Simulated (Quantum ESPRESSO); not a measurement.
Crystal: MgS (Niningerite).

```
S Mg
1.0
     0.00000    2.60165    2.60165
     2.60165    0.00000    2.60165
     2.60165    2.60165    0.00000
S Mg
1 1
Direct
  0.50000 0.50000 0.50000
  0.00000 0.00000 0.00000
```

* Program: Quantum ESPRESSO 7.5
* Task: phonon dispersion
* Functional: PBE
* Potentials or basis: PseudoDojo 0.4.1 SR PBE standard
* Cutoff: 1143 eV
* Density cutoff: 4572 eV
* k mesh: 4 × 4 × 4, shifted
* Occupations: fermi-dirac, width 0.05 eV
* Spin: no spin polarisation
* Mixing beta: 0.5
* Most SCF iterations: 120
* SCF threshold: 4e-10 Ry
* q mesh: 2 × 2 × 2

The cell and the atoms were relaxed first, to 17.89 Å³/atom (a = 3.699 Å, b = 3.699 Å, c = 3.699 Å, α = 60.00°, β = 60.00°, γ = 60.00°), and the response was taken there.

The first run showed a gap, so the response started from a second, tighter run with fixed occupations.

Q: What are the zero-point energy, and the vibrational entropy and heat capacity at 298.15 K?

A: Zero-point energy 41.2 meV/atom; entropy 3.09 k_B/atom (25.7 J/(K·mol of atoms)); Cv 2.71 k_B/atom, 90 % of the classical limit. These are harmonic values without the electrons' part.

Phonon frequencies at the corners of the path (cm⁻¹, interpolated; i marks imaginary ones):
```
point              frequencies
    Γ        0 0 0 229 229 392
    X  137 137 193 257 257 295
    W  177 177 216 227 281 281
    K  141 189 215 240 274 288
    L  169 169 206 206 291 362
    U  141 189 215 240 274 288
```

Harmonic thermodynamics per atom at this volume (zero-point energy 41.2 meV, Debye temperature from the second moment 430 K):
```
 T (K)  free energy (meV)  entropy (k_B)  heat capacity Cv (k_B)
    50               41.1           0.11                    0.37
   100               39.5           0.70                    1.42
   200               27.4           2.06                    2.42
298.15                5.4           3.09                    2.71
   500              -62.0           4.55                    2.89
   800             -198.8           5.93                    2.96
```

Phonon states per cell in windows of 20 cm⁻¹ (negative: imaginary):
```csv
from (cm⁻¹),total,S,Mg
0,0.00,0.00,0.00
20,0.00,0.00,0.00
40,0.01,0.00,0.00
60,0.03,0.02,0.01
80,0.06,0.04,0.02
100,0.12,0.08,0.05
120,0.28,0.17,0.11
140,0.81,0.48,0.33
160,0.63,0.39,0.24
180,0.40,0.16,0.25
200,0.66,0.28,0.37
220,0.47,0.20,0.26
240,0.81,0.43,0.39
260,0.70,0.45,0.25
280,0.33,0.15,0.18
300,0.20,0.04,0.16
320,0.18,0.03,0.14
340,0.18,0.04,0.14
360,0.12,0.04,0.08
380,0.02,0.01,0.01
```

A q mesh this small can miss soft modes between its points.

Caveat: before the sum rule the acoustic modes lie tens of cm⁻¹ from zero, a sign that the density grid also shifts the optical modes; the q mesh is small, so phonon branches between its points and thermal values are rough.
